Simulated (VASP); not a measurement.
Crystal: PbSe (Clausthalite).

```
Pb Se
1.0
     0.00000    3.05199    3.05199
     3.05199    0.00000    3.05199
     3.05199    3.05199    0.00000
Pb Se
1 1
Direct
  0.00000 0.00000 0.00000
  0.50000 0.50000 0.50000
```

Base run:

| Property | Result |
| --- | --- |
| Program | VASP 6.6.1 |
| Functional | r2SCAN |
| Potentials or basis | VASP PAW PBE potentials, release 64 (Pb_d, Se) |
| Cutoff | 520 eV |
| k mesh | 8 × 8 × 8 |
| Occupations | gaussian, width 0.03 eV |
| Spin | no spin polarisation |

Its results: band gap on the k mesh 0.55 eV, direct; pressure 2.0 GPa.

Question: After a change of settings the same cell gave: band gap on the k mesh 0.13 eV, direct; pressure -1.6 GPa. Which change was it?
A. functional from r2SCAN to LDA; potentials or basis from VASP PAW PBE potentials, release 64 (Pb_d, Se) to VASP PAW LDA potentials, release 64 (Pb_d, Se)
B. functional from r2SCAN to PBE
C. functional from r2SCAN to PBE; further incar settings from ALGO = Normal; EDIFF = 1e-06 to ALGO = Normal; EDIFF = 1e-06; NBANDS = 58

Answer: A.

Caveats: spin-orbit coupling is left out, which as a rule narrows the gap of such compounds by several tenths of an eV; the PAW data sets were made with another functional, which shifts forces and pressure a little (some runs).
